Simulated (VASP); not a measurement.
# ZrSe2 (P-3m1) in VASP: notebook

One crystal, ZrSe2, is run at these levels: PBE0; tasks: single point.

Everything below comes from runs of VASP 6.6.1. Logs are shortened: lines on timing, memory, paths and dates and some standing lists are left out, and cuts for length are marked.

## Step 1: The structure

It takes space group P-3m1 (No. 164, trigonal). The conventional cell has a = 3.798 Å, b = 3.798 Å, c = 6.192 Å, α = 90.00°, β = 90.00°, γ = 120.00°. Zr (site symmetry -3m) has 6 Se at 2.68 Å as nearest neighbours. Se (site symmetry 3m) is surrounded by 3 Zr at 2.68 Å.

## Step 2: Single point, PBE0

POSCAR reads:

```
ZrSe2
1.0
    3.7980000000      0.0000000000      0.0000000000
   -1.8990000000      3.2891644836      0.0000000000
    0.0000000000      0.0000000000      6.1920000000
Zr Se
1 2
Direct
    0.0000000000      0.0000000000      0.0000000000
    0.6666666667      0.3333333333      0.7500000000
    0.3333333333      0.6666666667      0.2500000000
```

INCAR.step1 reads:

```
PREC = Accurate
ENCUT = 400
EDIFF = 1E-5
ISMEAR = 0
SIGMA = 0.01
LREAL = F
LASPH = T
NELM = 100
ALGO = Normal
ISIF = 2
LWAVE = T
LCHARG = F
NKRED = 1
NBANDS = 20
GGA = PE
```

INCAR.step2 reads:

```
PREC = Accurate
ENCUT = 400
EDIFF = 1E-6
ISMEAR = 0
SIGMA = 0.01
LREAL = F
LASPH = T
NELM = 100
ALGO = Normal
ISIF = 2
LWAVE = F
LCHARG = F
GGA = PE
LHFCALC = T
AEXX = 0.25
PRECFOCK = Medium
NKRED = 1
NBANDS = 20
ISTART = 1
```

KPOINTS reads:

```
Automatic mesh
0
Gamma
  4 4 3
```

Potentials or basis: VASP PAW PBE potentials, release 64 (Zr_sv, Se).

Run with:

```console
$ cat potpaw_PBE.64/Zr_sv/POTCAR potpaw_PBE.64/Se/POTCAR > POTCAR
$ cp INCAR.step1 INCAR
$ mpirun -np 1 vasp_std > vasp.out
$ cp INCAR.step2 INCAR
$ mpirun -np 1 vasp_std > vasp.out
```

OUTCAR:

```text
PREC = Accurate
   ENCUT = 400
   EDIFF = 1E-6
   ISMEAR = 0
   LREAL = F
   LASPH = T
   NELM = 100
   ISIF = 2
   GGA = PE
   LHFCALC = T
   AEXX = 0.25
   PRECFOCK = Medium
   NKRED = 1
   ISTART = 1

 Found      9 irreducible k-points:

 Following reciprocal coordinates:
            Coordinates               Weight
  0.000000  0.000000  0.000000      1.000000
  0.250000 -0.000000  0.000000      6.000000
  0.500000 -0.000000  0.000000      3.000000
  0.250000  0.250000  0.000000      6.000000
  0.000000  0.000000  0.333333      2.000000
  0.250000 -0.000000  0.333333      6.000000
   k-points           NKPTS =      9   k-points in BZ     NKDIM =     48   number of bands    NBANDS=     20
   number of dos      NEDOS =    301   number of ions     NIONS =      3
   total plane-waves  NPLWV =  31360
   dimension x,y,z NGX =    28 NGY =   28 NGZ =   40
   dimension x,y,z NGXF=    56 NGYF=   56 NGZF=   80
   ions per type =               1   2
   NGX,Y,Z   is equivalent  to a cutoff of  12.26, 12.26, 10.74 a.u.
   NGXF,Y,Z  is equivalent  to a cutoff of  24.51, 24.51, 21.48 a.u.
 SYSTEM =  unknown system
   PREC   = accura    normal or accurate (medium, high low for compatibility)
   ISTART =      1    job   : 0-new  1-cont  2-samecut
   ICHARG =      0    charge: 1-file 2-atom 10-const
   ISPIN  =      1    spin polarized calculation?
   LNONCOLLINEAR =      F non collinear calculations
   LSORBIT =      F    spin-orbit coupling
   LASPH  =      T    aspherical Exc in radial PAW
   ENCUT  =  400.0 eV  29.40 Ry    5.42 a.u.   6.19  6.19 10.10*2*pi/ulx,y,z
   NELM   =    100;   NELMIN=  2; NELMDL=  0     # of ELM steps
   EDIFF  = 0.1E-05   stopping-criterion for ELM
   LREAL  =      F    real-space projection
   EDIFFG = 0.1E-04   stopping-criterion for IOM
   NSW    =      0    number of steps for IOM
   IBRION =     -1    ionic relax: 0-MD 1-quasi-New 2-CG
   NFREE  =      0    steps in history (QN), initial steepest desc. (CG)
   ISIF   =      2    stress and relaxation
   ISYM   =      3    0-nonsym 1-usesym 2-fastsym
   POTIM  = 0.5000    time-step for ionic-motion
   TEBEG  =    0.0;   TEEND  =   0.0 temperature during run
   PSTRESS=    0.0 pullay stress
   NELECT =      24.0000    total number of electrons
   NUPDOWN=      -1.0000    fix difference up-down
   EMIN   =  10.00;   EMAX   =-10.00  energy-range for DOS
   EFERMI =   0.00;   METHOD = LEGACY
   ISMEAR =     0;   SIGMA  =   0.01  broadening in eV -4-tet -1-fermi 0-gaus
   EFERMI_NEDOS =   21; number of points for ismear=-14 and -15
   IALGO  =     38    algorithm
   IMIX   =      1    mixing-type and parameters
     AMIX     =   0.40;   BMIX     =  1.00
     AMIX_MAG =   1.60;   BMIX_MAG =  1.00
  volume/ion in A,a.u.               =      25.78       174.00
  Fermi-wavevector in a.u.,A,eV,Ry     =   1.108293  2.094371 16.712230  1.228314
  Thomas-Fermi vector in A             =   2.244819
   LORBIT       =      0    0 simple, 1 ext, 2 COOP (PROOUT), +10 PAW based schemes
   GGA     = PE    functional components
   LHFCALC =     T    Hartree Fock is set to
   PRECFOCK=medium    Normal, Fast or Accurate (Low or Medium for compatibility)
   ENCUT4O =  -1.0   cutoff for four orbital integrals eV
   NKREDX  =     1    reduce k-point grid by
   NKREDY  =     1    reduce k-point grid by
   NKREDZ  =     1    reduce k-point grid by
   AEXX    =    0.2500 exact exchange contribution
   HFSCREEN=    0.0000 screening length (either q_TF or 0.3 A-1)
   HFSCREENC=   0.0000 screening length for correlation (either q_TF or 0.3 A-1)
   ENCUTFOCK=  -1.0 apply spherical cutoff to Coloumb kernel
   IVDW    =     0    specifies the selected vdW correction
   LEPSILON=     F    determine dielectric tensor
   LRPA    =     F    only Hartree local field effects (RPA)
 non-spin polarized calculation
 Gauss-broadening in eV      SIGMA  =   0.01
  energy-cutoff  :      400.00
  volume of cell :       77.35
 maximum number of plane-waves:      1418
 NGX is ok and might be reduce to    28

 number of electron      24.0000002 magnetization

 Free energy of the ion-electron system (eV)
  ---------------------------------------------------
  ext. energy  EPLUGINS =         0.00000000
  ---------------------------------------------------
  free energy    TOTEN  =       -25.36296844 eV

  energy without entropy =      -25.36296844  energy(sigma->0) =      -25.36296844

 E-fermi :   3.5399     XC(G=0):  -7.4700

 val. band max:        3.4590759970   @ k =   0.0000   0.0000   0.0000
 cond. band min:       5.2534180568   @ k =   0.5000  -0.0000   0.3333
 fundamental gap:      1.7943420597
 Fermi energy:         3.5398594016

 k-point     1 :       0.0000    0.0000    0.0000
  band No.  band energies     occupation
      1     -49.7173      2.00000
      2     -26.3669      2.00000
      3     -26.2222      2.00000
      4     -26.2221      2.00000
      5     -11.1363      2.00000
      6      -9.6942      2.00000
[... 12 lines left out ...]
     19       9.9904      0.00000
     20      14.0738      0.00000

 k-point     2 :       0.2500   -0.0000    0.0000
  band No.  band energies     occupation
      1     -49.7103      2.00000
      2     -26.3446      2.00000
      3     -26.3327      2.00000
      4     -26.2471      2.00000
      5     -10.5693      2.00000
      6      -9.7543      2.00000
[... 12 lines left out ...]
     19      12.6233      0.00000
     20      13.6937      0.00000

 k-point     3 :       0.5000   -0.0000    0.0000
  band No.  band energies     occupation
      1     -49.7032      2.00000
      2     -26.4446      2.00000
      3     -26.3180      2.00000
      4     -26.2715      2.00000
      5     -10.0095      2.00000
      6      -9.6959      2.00000
[... 12 lines left out ...]
     19      12.3978      0.00000
     20      13.6476      0.00000

 k-point     4 :       0.2500    0.2500    0.0000
  band No.  band energies     occupation
      1     -49.7032      2.00000
      2     -26.4016      2.00000
      3     -26.3218      2.00000
      4     -26.3123      2.00000
      5      -9.9156      2.00000
      6      -9.7953      2.00000
[... 12 lines left out ...]
     19      13.4737      0.00000
     20      14.3065      0.00000

 k-point     5 :       0.0000    0.0000    0.3333
  band No.  band energies     occupation
      1     -49.7173      2.00000
      2     -26.3671      2.00000
      3     -26.2221      2.00000
      4     -26.2221      2.00000
      5     -10.9424      2.00000
      6      -9.9874      2.00000
[... 12 lines left out ...]
     19      11.2785      0.00000
     20      14.2247      0.00000

 k-point     6 :       0.2500   -0.0000    0.3333
  band No.  band energies     occupation
      1     -49.7103      2.00000
      2     -26.3447      2.00000
      3     -26.3325      2.00000
      4     -26.2472      2.00000
      5     -10.3800      2.00000
      6      -9.9838      2.00000
[... 12 lines left out ...]
     19      12.9562      0.00000
     20      13.7355      0.00000

 [... further k-points ...]

------------------------ aborting loop because EDIFF is reached ----------------------------------------

  FORCE on cell =-STRESS in cart. coord.  units (eV):
  Direction    XX          YY          ZZ          XY          YZ          ZX
  --------------------------------------------------------------------------------------
  -------------------------------------------------------------------------------------
  Total        0.3203161      0.3203161      0.6038745      0.0000000      0.0000000     -0.0000000
  in kB        6.6346470      6.6346470     12.5079385      0.0000000      0.0000000     -0.0000000
  external PRESSURE =       8.5924108 kB  Pullay stress =       0.0000000 kB

 VOLUME and BASIS-vectors are now :
 -----------------------------------------------------------------------------
  energy-cutoff  :      400.00
  volume of cell :       77.35
      direct lattice vectors                 reciprocal lattice vectors
     3.798000000  0.000000000  0.000000000     0.263296472  0.152014289  0.000000000
    -1.899000000  3.289164484  0.000000000     0.000000000  0.304028578  0.000000000
     0.000000000  0.000000000  6.192000000     0.000000000  0.000000000  0.161498708

 POSITION                                       TOTAL-FORCE (eV/Angst)
 -----------------------------------------------------------------------------------
      0.00000      0.00000      0.00000        -0.000000      0.000000     -0.000000
      1.89900      1.09639      4.64400         0.000000     -0.000000     -0.028537
     -0.00000      2.19278      1.54800         0.000000      0.000000      0.028537
 -----------------------------------------------------------------------------------
    total drift:                                0.000000     -0.000000     -0.000000

  FREE ENERGIE OF THE ION-ELECTRON SYSTEM (eV)
  ---------------------------------------------------
  free  energy   TOTEN  =       -25.3629684414 eV

  energy  without entropy=      -25.3629684414  energy(sigma->0) =      -25.36296844
```

Wall time 11 min (1 thread of Intel Xeon Platinum 8559C (Emerald Rapids), shared host); peak memory 0.18 GiB.

The run converged, but some of its settings lie outside the range that counts as converged, so its numbers aren't taken as properties of the crystal.

Results:

| Item | Value |
| --- | --- |
| Free energy | -25.3630 eV |
| Pressure | 0.9 GPa |
| Largest force | 0.029 eV/Å |
| Band gap on the k mesh | 1.79 eV, indirect (least direct gap 2.50 eV) |

Caveat: the k mesh is coarse (spacing up to 0.48 Å⁻¹), so the values aren't converged, least of all with exact exchange; the PAW data sets were made with another functional, which shifts forces and pressure a little; an odd mesh through Γ misses points on the zone boundary, where band edges often lie; this functional lacks dispersion, which binds the layers, so the pressure and a relaxed spacing across them are unreliable.

## Step 3: Single point, PBE0

POSCAR is that of step 2.

INCAR.step1, as its differences from that of step 2:

```diff
@@ -1,3 +1,3 @@
 PREC = Accurate
-ENCUT = 400
+ENCUT = 340
 EDIFF = 1E-5
```

INCAR.step2, as its differences from that of step 2:

```diff
@@ -1,3 +1,3 @@
 PREC = Accurate
-ENCUT = 400
+ENCUT = 340
 EDIFF = 1E-6
@@ -15,3 +15,3 @@
 AEXX = 0.25
-PRECFOCK = Medium
+PRECFOCK = Fast
 NKRED = 1
```

KPOINTS reads:

```
Automatic mesh
0
Gamma
  5 5 3
```

Potentials or basis: VASP PAW PBE potentials, release 64 (Zr_sv, Se).

Run with:

```console
$ cat potpaw_PBE.64/Zr_sv/POTCAR potpaw_PBE.64/Se/POTCAR > POTCAR
$ cp INCAR.step1 INCAR
$ mpirun -np 1 vasp_std > vasp.out
$ cp INCAR.step2 INCAR
$ mpirun -np 1 vasp_std > vasp.out
```

It took 5.1 min on 1 thread of Intel Xeon Platinum 8559C (Emerald Rapids), shared host; peak memory 0.16 GiB.

These settings aren't checked as converged: the numbers below hold their error.

What came out:

```
Free energy            : -25.3925 eV
Pressure               : 0.6 GPa
Largest force          : 0.041 eV/Å
Band gap on the k mesh : 1.82 eV, indirect (least direct gap 2.50 eV)
```

Caveat: the PAW data sets were made with another functional, which shifts forces and pressure a little; an odd mesh through Γ misses points on the zone boundary, where band edges often lie; this functional lacks dispersion, which binds the layers, so the pressure and a relaxed spacing across them are unreliable.
